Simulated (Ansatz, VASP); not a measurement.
**HgSe2: VASP beside Ansatz**

```xyz
3
Lattice="1.9644 1.1342 5.4208 -1.9644 1.1342 5.4208 0.0000 -2.2683 5.4208" Properties=species:S:1:pos:R:3 pbc="T T T"
Hg    0.0000    0.0000    0.0000
Se    0.0000    0.0000   12.4758
Se    0.0000    0.0000    3.7867
```

Alike in both runs: functional PBE; k mesh 6 × 6 × 6; occupations gaussian, width 0.1 eV; no spin polarisation.

Ansatz relaxed the structure, and its values are those at the end. VASP's run is a single point on that final structure, the one shown.

|  | VASP | Ansatz |
| --- | --- | --- |
| version | VASP 6.6.1 | Ansatz 0.2.0 |
| potentials or method | VASP PAW PBE potentials, release 64 (Hg, Se) | scalar-relativistic, plane waves, PAW |
| plane-wave cutoff (eV) | 520 | 420 |
| valence electrons in the cell | 24 | 52 |

```csv
,VASP,Ansatz,Ansatz less VASP
gap on the k mesh at the Fermi level (eV),none,none,-
pressure (GPa),0.4,0.1,-0.29
rms of the force components (eV/Å),0.005,0.016,+0.0118
```

A gap of «none» marks a metal or a gap that the smearing closes. The two sets of potentials don't hold the same shells in valence.

The runs have no spin-orbit coupling, so splittings on Hg are missing.
